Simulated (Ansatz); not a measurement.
W in Ansatz: convergence with xc grid

Input of the first run (xc grid 1); the others differ in this setting and in those tied to it:

File input.yaml:

```yaml
crystal:
  lattice:
    - [0.0, 2.03, 2.03]
    - [2.03, 0.0, 2.03]
    - [2.03, 2.03, 0.0]
  atoms:
    - { symbol: W, position: [0.0, 0.0, 0.0] }
kpoints:
  mp_grid: { grid: [11, 11, 11] }
scf:
  occupations: { method: fermi_dirac, width: 0.05 }
hamiltonian:
  xc: pbe
  pseudopotentials: { kind: all_electron, lapw: { basis_error: 0.001 } }
output:
  forces: true
  stress: true
  eigenvalues: true
basis:
  xc_grid: 1
```

Potentials or basis: all-electron LAPW, scalar-relativistic.

Command:

```console
$ ansatz run input.yaml --threads 1 --pin off --max-ram 3072MiB --backend cpu --events-out ev --progress --plain --runs-dir out
```

This isn't the form of W at room conditions, which is bcc.

Hardware: 1 thread of AMD EPYC 9R45 96-Core Processor (Zen 5), on a shared host.

| xc grid | energy less the tightest run, at zero smearing (meV/atom) | SCF cycles | CPU time (s) | peak memory (GiB) |
| --- | --- | --- | --- | --- |
| 1 | 0.00 | 8 | 2.8 | 0.32 |
| 2 | 0.00 | 8 | 3 | 0.31 |
| 3 | 0.00 | 8 | 2.9 | 0.31 |
| 4 | 0.00 | 8 | 2.9 | 0.31 |

Against the tightest run, the energy stays within 1 meV/atom from 1 on. The tightest run that finished is the yardstick and may itself not be fully converged.

Spin-orbit coupling is left out, which matters for the levels of W.
